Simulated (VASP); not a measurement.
# SrTiO3: structure and properties in VASP, part 3 of 6

Aim: relax SrTiO3, then compute properties on the relaxed cell. The start is a cell from a database of measured crystal structures.

VASP 6.6.1; PBE; plane waves and PAW (Sr_sv, Ti_sv, O).

So far, gap on the k-mesh (eV): step 2 (relaxing cell and atoms (PBE)) 1.88; step 3 (second relaxation) 1.88. The relaxed cell has a = 5.565, c = 7.900 Å (conventional setting).

## 4. Single point with fields (PBE)

A single point on the relaxed cell gives a clean self-consistent state, with density, ELF and potential written out.

File INCAR:

```
SYSTEM = SrTiO3
PREC = Accurate
ENCUT = 520
EDIFF = 1E-06
NELM = 100
ISMEAR = 0
SIGMA = 0.05
LREAL = .FALSE.
ALGO = Normal
GGA = PE
NBANDS = 50
LASPH = .TRUE.
LORBIT = 11
LWAVE = .FALSE.
LCHARG = .TRUE.
ISIF = 2
LELF = .TRUE.
LVHAR = .TRUE.
```

File POSCAR:

```
SrTiO3
1.0
   -2.7823153372      2.7823153372      3.9501085157
    2.7823153372     -2.7823153372      3.9501085157
    2.7823153372      2.7823153372     -3.9501085157
Sr Ti O
2 2 6
Direct
    0.7500000000      0.2500000000      0.5000000000
    0.2500000000      0.7500000000      0.5000000000
    0.0000000000      0.0000000000      0.0000000000
    0.5000000000      0.5000000000      0.0000000000
    0.2500000000      0.2500000000      0.0000000000
    0.7500000000      0.7500000000      0.0000000000
    0.7298711108      0.2298711108      0.9597422216
    0.2298711108      0.2701288892      0.5000000000
    0.2701288892      0.7701288892      0.0402577784
    0.7701288892      0.7298711108      0.5000000000
```

File KPOINTS:

```
Automatic mesh
0
Gamma
6 6 6
0 0 0
```

The projector-augmented-wave data sets are Sr_sv, Ti_sv and O (PBE family, release 64).

On the command line:

```console
$ mpirun -np 8 vasp_std
```

Log:

```text
[banner, memory and clock lines left out]
running    8 mpi-ranks, on    1 nodes
 distrk:  each k-point on    8 cores,    1 groups
 distr:  one band on    1 cores,    8 groups

 POSCAR found type information on POSCAR SrTiO
 POSCAR found :  3 types and      10 ions
 [... a notice as in an earlier step ...]

 LDA part: xc-table for (Slater+PW92), standard interpolation
|                                                                             |
|           W    W    AA    RRRRR   N    N  II  N    N   GGGG   !!!           |
|           W    W   A  A   R    R  NN   N  II  NN   N  G    G  !!!           |
|           W    W  A    A  R    R  N N  N  II  N N  N  G       !!!           |
|           W WW W  AAAAAA  RRRRR   N  N N  II  N  N N  G  GGG   !            |
|           WW  WW  A    A  R   R   N   NN  II  N   NN  G    G                |
|           W    W  A    A  R    R  N    N  II  N    N   GGGG   !!!           |
|                                                                             |
|     The number of bands has been changed from the values supplied in        |
|     The orbitals not found in the WAVECAR file will be initialized with     |
|     random numbers, which is usually adequate. For correlated               |
|     calculations, however, you should redo the groundstate calculation.     |
|     I found NBANDS = 50. Now, NBANDS = 56.                                  |
|                                                                             |

 POSCAR, INCAR and KPOINTS ok, starting setup
 FFT: planning ... GRIDC
 FFT: planning ... GRID_SOFT
 FFT: planning ... GRID
 WAVECAR not read
 entering main loop
       N       E                     dE             d eps       ncg     rms          rms(c)
DAV:   1     0.949233273610E+03    0.94923E+03   -0.39392E+04  3360   0.156E+03
DAV:   2     0.398204253688E+02   -0.90941E+03   -0.84098E+03  3512   0.457E+02
DAV:   3    -0.934425156776E+02   -0.13326E+03   -0.13019E+03  4296   0.169E+02
DAV:   4    -0.100834073195E+03   -0.73916E+01   -0.73622E+01  5144   0.381E+01
DAV:   5    -0.101133977835E+03   -0.29990E+00   -0.29967E+00  4616   0.631E+00    0.366E+01
DAV:   6    -0.801234616262E+02    0.21011E+02   -0.94765E+01  5088   0.640E+01    0.206E+01
DAV:   7    -0.804300950201E+02   -0.30663E+00   -0.15962E+01  4424   0.233E+01    0.155E+01
DAV:   8    -0.802625729876E+02    0.16752E+00   -0.20960E+00  4328   0.118E+01    0.448E+00
DAV:   9    -0.802375175545E+02    0.25055E-01   -0.53372E-01  4416   0.445E+00    0.166E+00
DAV:  10    -0.802287162974E+02    0.88013E-02   -0.23207E-01  4128   0.231E+00    0.107E+00
DAV:  11    -0.802152102299E+02    0.13506E-01   -0.39553E-02  5072   0.159E+00    0.167E-01
DAV:  12    -0.802151163318E+02    0.93898E-04   -0.48376E-03  4304   0.506E-01    0.135E-01
DAV:  13    -0.802153420535E+02   -0.22572E-03   -0.52415E-04  5280   0.179E-01    0.143E-01
DAV:  14    -0.802151633220E+02    0.17873E-03   -0.96032E-04  4920   0.174E-01    0.397E-02
DAV:  15    -0.802151654042E+02   -0.20822E-05   -0.91248E-05  4536   0.521E-02    0.275E-02
DAV:  16    -0.802151655492E+02   -0.14494E-06   -0.35142E-06  4088   0.728E-03
   1 F= -.80215166E+02 E0= -.80215166E+02  d E =-.865070E-28
```

Wall time 22 s (8 MPI ranks of Intel Xeon 6975P-C (Granite Rapids), shared host); peak memory 1.4 GiB; 2.7 min of CPU time.

Parts of OUTCAR (step 4):

```text
  LATTYP: Found a body centered tetragonal cell.
 ALAT       =     5.5646306744
 C/A-ratio  =     1.4197199228

 Found     30 irreducible k-points:

   k-points           NKPTS =     30   k-points in BZ     NKDIM =     30   number of bands    NBANDS=     56

   ENCUT  =  520.0 eV  38.22 Ry    6.18 a.u.  10.37 10.37 10.37*2*pi/ulx,y,z

   NELECT =      80.0000    total number of electrons

 E-fermi :   4.2418

 k-point     1 :       0.0000    0.0000    0.0000
  band No.  band energies     occupation
    ...
     36       3.5463      2.00000
     37       3.5463      2.00000
     38       3.7724      2.00000
     39       3.8646      2.00000
     40       3.8646      2.00000
     41       5.7455      0.00000
     42       5.7455      0.00000
     43       5.7561      0.00000
     44       7.8311      0.00000
     45       8.0193      0.00000
    ...

 k-point     2 :       0.1667    0.0000    0.0000
  band No.  band energies     occupation
    ...
     36       3.3176      2.00000
     37       3.3420      2.00000
     38       3.6670      2.00000
     39       3.6898      2.00000
     40       3.7737      2.00000
     41       5.9927      0.00000
     42       6.0417      0.00000
     43       6.0552      0.00000
     44       7.9291      0.00000
     45       8.0311      0.00000
    ...

  Total       -0.0080790     -0.0080790      0.0043526      0.0000000      0.0000000      0.0000000
  in kB       -0.1058244     -0.1058244      0.0570131      0.0000000      0.0000000      0.0000000
  external PRESSURE =      -0.0515452 kB  Pullay stress =       0.0000000 kB

 POSITION                                       TOTAL-FORCE (eV/Angst)
 -----------------------------------------------------------------------------------
      0.00000      2.78232      1.97505         0.000000     -0.000000     -0.000000
      2.78232      0.00000      1.97505        -0.000000     -0.000000     -0.000000
      0.00000      0.00000      0.00000         0.000000     -0.000000     -0.000000
      0.00000      0.00000      3.95011         0.000000     -0.000000     -0.000000
      0.00000      0.00000      1.97505        -0.000000     -0.000000     -0.000000
      0.00000      0.00000      5.92516        -0.000000     -0.000000     -0.000000
      1.27915      4.06146     -0.00000        -0.001026     -0.001026     -0.000000
      1.50317      1.27915      0.00000         0.001026     -0.001026     -0.000000
      1.50317     -1.27915      3.95011         0.001026      0.001026      0.000000
      1.27915      1.50317      3.95011        -0.001026      0.001026      0.000000
 -----------------------------------------------------------------------------------
    total drift:                               -0.000000     -0.000000      0.000000

  FREE ENERGIE OF THE ION-ELECTRON SYSTEM (eV)
  ---------------------------------------------------
  free  energy   TOTEN  =       -80.2151655492 eV

  energy  without entropy=      -80.2151655492  energy(sigma->0) =      -80.21516555

 total charge
# of ion       s       p       d       tot
------------------------------------------
    1        1.998   5.794   0.197   7.989
    2        1.998   5.794   0.197   7.989
    3        2.221   6.296   1.723  10.240
    4        2.221   6.296   1.723  10.240
    5        1.563   3.478   0.000   5.041
    6        1.563   3.478   0.000   5.041
    7        1.563   3.480   0.000   5.043
    8        1.563   3.480   0.000   5.043
    9        1.563   3.480   0.000   5.043
   10        1.563   3.480   0.000   5.043
--------------------------------------------------
tot         17.819  45.054   3.841  66.713

[... 4 parts as in an earlier step ...]

[... 7 further parts left out ...]
```

Numbers from this step:

| Property | Result |
| --- | --- |
| SCF cycles | 16 |
| bands | 56 |
| free energy (TOTEN) | -80.2152 eV |
| Fermi energy | 4.242 eV |
| pressure | -0.005155 GPa |
| gap on the k-mesh | 1.881 eV |
| least direct gap on the k-mesh | 1.881 eV |

Valence electrons inside each PAW sphere by angular momentum. Sphere charges, by row:

| atom | s (e) | p (e) | d (e) | tot (e) |
| --- | --- | --- | --- | --- |
| Sr1 | 1.998 | 5.794 | 0.197 | 7.989 |
| Sr2 | 1.998 | 5.794 | 0.197 | 7.989 |
| Ti3 | 2.221 | 6.296 | 1.723 | 10.24 |
| Ti4 | 2.221 | 6.296 | 1.723 | 10.24 |
| O5 | 1.563 | 3.478 | 0 | 5.041 |
| O6 | 1.563 | 3.478 | 0 | 5.041 |
| O7 | 1.563 | 3.48 | 0 | 5.043 |
| O8 | 1.563 | 3.48 | 0 | 5.043 |
| O9 | 1.563 | 3.48 | 0 | 5.043 |
| O10 | 1.563 | 3.48 | 0 | 5.043 |

Electrostatic potential energy in the ac plane of the conventional cell at fractional y = 0.000, with atoms of Sr and Ti and O within 0.2 Å of it. With pseudopotentials it is smooth inside the atoms' cores, unlike the true potential.

Values in eV, 21 rows by 15 columns, each cell a mean:
```
-57 -48 -19  -1   3   4   3   2   3   3   4   2  -8 -36 -55
-40 -26  -7   1   2   2   0  -2  -1   1   2   2  -2 -17 -35
 -9  -4   0   2   1  -3  -7  -9  -9  -5   0   2   1  -2  -7
-21  -5   2   2  -2  -8 -15 -18 -17 -11  -5   1   3   0 -15
-50 -28   1   2  -4 -12 -20 -27 -24 -16  -7   0   3 -10 -47
-49 -29   1   2  -4 -12 -21 -27 -24 -16  -8   0   3 -11 -47
-24  -6   2   2  -2  -9 -15 -19 -17 -12  -5   1   3   0 -17
 -8  -3   0   2   1  -3  -8 -10  -9  -5  -1   2   1  -1  -6
-38 -24  -6   1   2   1  -1  -2  -1   1   2   2  -2 -16 -34
-56 -47 -18  -1   3   3   3   2   3   3   4   2  -7 -36 -55
-57 -52 -22  -1   3   4   3   3   3   4   4   1  -9 -41 -57
-52 -39 -13   0   3   3   2   1   1   2   3   2  -5 -28 -49
-22 -13  -2   1   2   0  -3  -5  -5  -2   1   2   0  -7 -19
 -6  -1   2   2   0  -6 -11 -14 -12  -8  -2   2   2   0  -4
-42 -16   2   2  -3 -11 -18 -23 -21 -14  -6   1   3  -4 -34
-48 -33   1   2  -4 -13 -21 -28 -25 -16  -8   0   3 -13 -49
-44 -18   2   2  -3 -11 -18 -24 -21 -14  -7   1   3  -5 -36
 -8  -1   2   2   0  -6 -11 -14 -13  -9  -3   1   2   0  -5
-21 -11  -2   1   2   0  -4  -6  -5  -2   1   2   0  -6 -17
-51 -38 -12   0   3   3   2   1   1   2   3   2  -4 -26 -48
-57 -52 -22  -1   3   4   3   3   3   4   4   1  -9 -41 -57
```
Columns run along a (5.6 Å; values clipped at the 3rd and 97th percentile), rows up along c (7.9 Å), edges of the conventional cell, whose origin can differ from the input's. Atoms in or near the plane, at fractional coordinates: Sr at (0.50, 0.75), Sr at (0.50, 0.25), Ti at (0.00, 0.00), Ti at (0.00, 0.50), O at (0.00, 0.25), O at (0.00, 0.75).

ELF in the ac plane of the conventional cell at fractional y = 0.000, with atoms of Sr and Ti and O within 0.2 Å of it. It is the smooth field of the valence electrons, not physical close to the nuclei.

Ten even steps from '_' (0.02) to '@' (0.95), each cell a mean:
```
@@**..__..________________--%%
==::__________....________..--
--::..____::++****--______::--
####++....**%%%%%%##--__--**##
**%%##..::##%%**##%%++__==%%##
++%%##..::%%%%++##%%++__==%%##
%%##++....**%%%%%%##--__--##%%
----..____::++##**--____..::--
==::__________....________..--
@@++..____________________--%%
@@##..__..__________..____==@@
##==..____________________::**
::..________::==--..______..::
**++--____==##%%%%++..__..==++
##%%**..::##%%####%%==__==##%%
++%%##::::%%##++**%%++__++%%**
##%%**..::##%%####%%==__==%%%%
**++--____==##%%%%**..__::==**
::..________::==--..______..::
**==______________________::**
@@##..__..__________..____==@@
```
Columns run along a (5.6 Å), rows up along c (7.9 Å), edges of the conventional cell, whose origin can differ from the input's. Atoms in or near the plane, at fractional coordinates: Sr at (0.50, 0.75), Sr at (0.50, 0.25), Ti at (0.00, 0.00), Ti at (0.00, 0.50), O at (0.00, 0.25), O at (0.00, 0.75).

Valence density in the ac plane of the conventional cell at fractional y = 0.000, with atoms of Sr and Ti and O within 0.2 Å of it. It is the smooth field of the valence electrons, not physical close to the nuclei.

Ten steps, logarithmic in the rise over the least value, from '0' (0 e/Å³) to '9' (12 e/Å³), each cell a mean:
```
973110000011268
642100011000136
431001343210123
642113566420135
863124676531258
863124676531258
652113566420146
431001343210123
642100111000135
973110000001268
984110000011269
863110000001157
431001122100124
432002455310124
763114666521247
873125676531258
763114666521247
532012455310134
431001222100124
863100000001147
984110000011269
```
Columns run along a (5.6 Å), rows up along c (7.9 Å), edges of the conventional cell, whose origin can differ from the input's. Atoms in or near the plane, at fractional coordinates: Sr at (0.50, 0.75), Sr at (0.50, 0.25), Ti at (0.00, 0.00), Ti at (0.00, 0.50), O at (0.00, 0.25), O at (0.00, 0.75).

In this run the pressure is -0.01 GPa, small enough to go on.

(Part 3 of 6 ends here.)

[Lines on the potential files, build, host, timing and source positions are cut from VASP's logs without a mark.]

[Logs are printed without paths, hosts, clocks, repeated set-up lines and the standing remarks that a program may print on its own settings, such as how far it seeks lower states.]

[Hosts, paths, dates, database ids (printed as entryN), source tags and the programs' standing remarks are cut or masked in the printed files.]

[A measured line is paired with the nearest computed mode of its activity, which favours agreement.]
